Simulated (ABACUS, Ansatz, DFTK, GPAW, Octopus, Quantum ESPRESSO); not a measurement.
**One calculation of C, 6 ways**

```
CELL_PARAMETERS angstrom
2.52210 0.00000 0.00000
-1.26105 2.18420 0.00000
0.00000 0.00000 8.23710
ATOMIC_POSITIONS crystal
C 0.66667 0.33333 0.84375
C 0.33333 0.66667 0.34375
C 0.66667 0.33333 0.65625
C 0.33333 0.66667 0.15625
C 0.00000 0.00000 0.90625
C 0.00000 0.00000 0.40625
C 0.00000 0.00000 0.59375
C 0.00000 0.00000 0.09375
```

Alike in all runs: task single point; functional PBE; k mesh 12 × 12 × 4; occupations fermi-dirac, width 0.05 eV; no spin polarisation; no spin-orbit coupling. Pressure is positive in compression and, in plane waves, holds the error of the finite cutoff.

| program and potentials | plane-wave cutoff (eV) | notes | band gap (eV) | pressure (GPa) | largest force (eV/Å) |
| --- | --- | --- | --- | --- | --- |
| Octopus, pseudodojo_pbe (PseudoDojo 0.5, PBE) | - | - | 4.47 | - | 0.330 |
| DFTK, PseudoDojo SR PBE 0.4.1 standard (PBE) | 1116 | - | 4.47 | 2.42 | 0.329 |
| Quantum ESPRESSO, SSSP 1.3 efficiency PBE | 748 | - | 4.43 | 2.42 | 0.330 |
| Ansatz, all-electron LAPW, scalar-relativistic | - | - | 4.42 | 2.23 | 0.328 |
| ABACUS, PseudoDojo NC SR 0.4.1 PBE standard, plane waves | 1116 | - | 4.47 | 2.32 | 0.329 |
| GPAW, GPAW PAW data sets (gpaw-data 1.2.1) | 800 | - | 4.41 | 1.90 | 0.329 |

Force on atom 5 (C), eV/Å:

| program and potentials | x | y | z |
| --- | --- | --- | --- |
| Octopus, pseudodojo_pbe (PseudoDojo 0.5, PBE) | 0.000 | 0.000 | 0.330 |
| DFTK, PseudoDojo SR PBE 0.4.1 standard (PBE) | 0.000 | 0.000 | 0.329 |
| Quantum ESPRESSO, SSSP 1.3 efficiency PBE | 0.000 | 0.000 | 0.330 |
| Ansatz, all-electron LAPW, scalar-relativistic | 0.000 | 0.000 | 0.328 |
| ABACUS, PseudoDojo NC SR 0.4.1 PBE standard, plane waves | 0.000 | 0.000 | 0.329 |
| GPAW, GPAW PAW data sets (gpaw-data 1.2.1) | 0.000 | 0.000 | 0.329 |

The band gap spans 4.41 (GPAW, GPAW PAW data sets (gpaw-data 1.2.1)) to 4.47 eV (Octopus, pseudodojo_pbe (PseudoDojo 0.5, PBE)), with all-electron results at 4.42. The pressure spans 1.90 (GPAW, GPAW PAW data sets (gpaw-data 1.2.1)) to 2.42 GPa (Quantum ESPRESSO, SSSP 1.3 efficiency PBE), with all-electron results at 2.23. The gap is indirect and read on the mesh alone.

The functional is the same throughout but for its coding, so the spread measures potentials, basis and numerics; runs on potential files found faulty are left out.
